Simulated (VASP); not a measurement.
Here is a VASP 6.6.1 calculation.

File INCAR:

```
PREC = Accurate ; ENCUT = 600
EDIFF = 1E-6 ; ISMEAR = 0
SIGMA = 0.03 ; LREAL = False
LASPH = True ; NELM = 80
ALGO = Normal ; ISIF = 3
LWAVE = False ; LCHARG = False
GGA = CA ; IBRION = 2
NSW = 90 ; EDIFFG = -0.01
```

KPOINTS

```
regular mesh
0
Gamma
  8 8 8
```

File POSCAR:

```
ZnSe
1.0
    0.0000000000      2.8338000000      2.8338000000
    2.8338000000      0.0000000000      2.8338000000
    2.8338000000      2.8338000000      0.0000000000
Zn Se
1 1
Direct
    0.0000000000      0.0000000000      0.0000000000
    0.2500000000      0.2500000000      0.2500000000
```

Potentials or basis: VASP PAW LDA potentials, release 64 (Zn, Se).

Launch:

```sh
$ cat potpaw_LDA.64/Zn/POTCAR potpaw_LDA.64/Se/POTCAR > POTCAR
$ mpirun -np 1 vasp_std > vasp.out
```

**Question.** Estimate the space group after relaxing (to 0.05 Å).

**Answer.** F-43m (No. 216).

**Question.** Estimate the band gap on the k mesh.

**Answer.** 1.27 eV, direct.

**Question.** Predict the relaxed cell.

**Answer.** a = 3.943 Å, b = 3.943 Å, c = 3.943 Å, α = 60.00°, β = 60.00°, γ = 60.00°.

**Question.** Predict the relaxed volume.

**Answer.** 21.68 Å³/atom.

The path:
| step | energy change (eV) | largest force (eV/Å) | pressure (GPa) | volume (Å³) |
| --- | --- | --- | --- | --- |
| 1 | 0.0000 | 0.0000 | -3.13 | 45.51 |
| 2 | -0.0194 | 0.0000 | 1.19 | 42.65 |
| 3 | -0.0220 | 0.0000 | -0.16 | 43.35 |
| 4 | -0.0220 | 0.0000 | 0.12 | 43.26 |
| 5 | -0.0220 | 0.0000 | 0.02 | 43.35 |

LDA usually gives volumes a few per cent too small. Zero-point motion and thermal expansion aren't in these numbers.
